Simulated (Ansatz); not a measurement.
The system is Al.

```
Al
1.0
     4.49160    0.00000    0.00000
    -2.24580    3.88984    0.00000
     0.00000    0.00000    2.72260
Al
2
Direct
  0.33333 0.66667 0.00000
  0.66667 0.33333 0.00000
```

The cell was built by a generator and needn't be a form met in nature.

```yaml
Program: Ansatz 0.2.0
Task: relaxation of cell and atoms
Functional: HSEsol
Potentials_or_basis: Ansatz PAW
Cutoff: "420 eV (not typed: the program's choice for these potentials)"
k_mesh: 4 × 4 × 5
Occupations: fermi-dirac, width 0.05 eV
Spin: no spin polarisation
```

At the start: volume 23.78 Å³/atom.

Q: Where does the relaxation end?

A: It ends after 5 steps and the volume is 24.34 Å³/atom (+2.3 %); space group P6/mmm (No. 191, to 0.05 Å).

Step by step:
```tsv
step	energy change (eV)	largest force (eV/Å)	volume (Å³)
1	0.0000	0.0000	47.57
2	-0.0273	0.0000	48.73
3	-0.0282	0.0000	48.68
4	-0.0291	0.0000	48.68
5	-0.0295	0.0000	48.68
```

Final structure:
```xyz
2
Lattice="4.4629 0.0000 0.0000 -2.2314 3.8650 0.0000 0.0000 0.0000 2.8221" Properties=species:S:1:pos:R:3 pbc="T T T"
Al    0.0000    2.5766    0.0000
Al    2.2314    1.2883    0.0000
```

Caveat: the k mesh is coarse (spacing up to 0.46 Å⁻¹), so the values aren't converged, least of all with exact exchange; the plane-wave basis is chosen anew once the cell has moved, so the energies of steps on either side of that aren't comparable; the PAW data sets come from PBE, with cores solved anew for the run's functional, which leaves a small shift of forces and pressure.
